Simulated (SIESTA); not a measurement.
Crystal: TePb.

```
Pb Te
1.0
     0.00000    3.23100    3.23100
     3.23100    0.00000    3.23100
     3.23100    3.23100    0.00000
Pb Te
1 1
Direct
  0.00000 0.00000 0.00000
  0.50000 0.50000 0.50000
```

- Program: SIESTA 5.4.2
- Task: single point
- Functional: PBE
- Potentials or basis: PseudoDojo 0.4 standard (PBE files)
- Basis: DZP (energy shift 0.003 Ry; two zetas on semicore shells)
- Grid cutoff: 500 Ry
- Energy shift: 0.003 Ry
- k mesh: 7 × 7 × 7
- Occupations: fermi-dirac, width 0.05 eV
- Spin: no spin polarisation

On this cell: pressure 2.5 GPa; largest force zero by symmetry; band gap on the k mesh not listed.

The same run follows on a disturbed copy (atoms moved at random, drawn with an rms of 0.05 Å):

```
CELL_PARAMETERS angstrom
0.00000 3.23100 3.23100
3.23100 0.00000 3.23100
3.23100 3.23100 0.00000
ATOMIC_POSITIONS crystal
Pb 0.99209 0.00797 0.99531
Te 0.50633 0.50811 0.49049
```

Task: What does the disturbed cell give?

Result: The energy moves by +0.8 meV/atom; pressure 2.6 GPa; largest force 0.062 eV/Å; band gap on the k mesh 1.06 eV, direct.

Forces in eV/Å, atoms in the order of the input:
```
Pb  -0.014  0.032  0.051
Te   0.014 -0.032 -0.050
```

Stress tensor (GPa, compression positive):
```
2.57 0.01 0.01
0.01 2.63 0.02
0.01 0.02 2.67
```

Caveats: the basis of atomic orbitals isn't converged, which shifts pressures, moduli and gaps; spin-orbit coupling is left out, which as a rule narrows the gap of such compounds by several tenths of an eV (some runs); an odd mesh through Γ misses points on the zone boundary, where band edges often lie (some runs).
